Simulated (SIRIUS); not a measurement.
Crystal: Ge.

```
CELL_PARAMETERS angstrom
1.39715 -2.60052 0.00000
1.39715 2.60052 0.00000
0.00000 0.00000 2.69823
ATOMIC_POSITIONS crystal
Ge 0.50000 0.50000 0.00000
```

This isn't the form of Ge at room conditions, which is diamond.

Base run:

* Program: SIRIUS 7.10.0
* Functional: PW91
* Potentials or basis: PseudoDojo 0.4.1 PBE standard (scalar relativistic)
* Cutoff: 1078 eV
* Density cutoff: 4311 eV
* k mesh: 9 × 9 × 8
* Occupations: fermi-dirac, width 0.05 eV
* Spin: no spin polarisation

Its results: band gap on the k mesh none (metal or under the smearing width); pressure -0.3 GPa.

Question: The run is repeated on the same cell with these changes: functional from PW91 to AM05; libxc names from ["XC_GGA_X_PW91", "XC_GGA_C_PW91"] to ["XC_GGA_X_AM05", "XC_GGA_C_AM05"]. What comes out?

Answer: Band gap on the k mesh none (metal or under the smearing width); pressure -4.5 GPa.

Caveats: the potentials were made for another functional, which shifts forces and pressure.
